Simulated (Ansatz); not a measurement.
# Mo: the cost of one run

Program: Ansatz 0.2.0. Level of theory: DFT r2SCAN, scalar-relativistic, plane waves, PAW. These are calculated values, not measurements.

### 1 The structure to begin with

The structure is trigonal, space group P3_121 (No. 152). The conventional cell has a = 3.672 Å, b = 3.672 Å, c = 4.166 Å, α = 90.00°, β = 90.00°, γ = 120.00°. Mo (site symmetry 2) is surrounded by 2 Mo at 2.00 Å.

As a file:

```cif
data_structure
_symmetry_space_group_name_H-M 'P 1'
_symmetry_Int_Tables_number 1
_cell_length_a 3.6716
_cell_length_b 3.6716
_cell_length_c 4.1655
_cell_angle_alpha 90.000
_cell_angle_beta 90.000
_cell_angle_gamma 120.000
_cell_volume 48.63
loop_
_atom_site_label
_atom_site_type_symbol
_atom_site_fract_x
_atom_site_fract_y
_atom_site_fract_z
_atom_site_occupancy
Mo1 Mo 0.22540 0.00000 0.33333 1
Mo2 Mo 0.00000 0.22540 0.66667 1
Mo3 Mo 0.77460 0.77460 0.00000 1
```

(A quick probe on a coarse mesh, which set the mesh and smearing, is not shown.)

### 3 Coarse relaxation

input.yaml reads:

```yaml
crystal:
  lattice:
    - [3.6715931285, 0.0, 0.0]
    - [-1.8357965643, 3.1796929216, 0.0]
    - [0.0, 0.0, 4.1655453103]
  atoms:
    - { symbol: Mo, position: [0.2254, 0.0, 0.3333333333] }
    - { symbol: Mo, position: [0.0, 0.2254, 0.6666666667] }
    - { symbol: Mo, position: [0.7746, 0.7746, 0.0] }
basis:
  ecutwfc: 500
kpoints:
  mp_grid: { grid: [6, 6, 4] }
hamiltonian:
  xc: r2scan
scf:
  occupations: { method: gaussian, width: 0.1 }
  lower_state_search: "off"
output:
  forces: true
  stress: true
  eigenvalues: true
relax:
  adjacent_minimum: "off"
  f_tol: 0.04
  max_steps: 70
  cell: { stress_tol: 0.4 }
```

**Question.** How long does this run take on 1 thread of an x86-64 CPU, shared host, and how much memory does it need?

About 98 s, with a peak of 0.58 GiB.
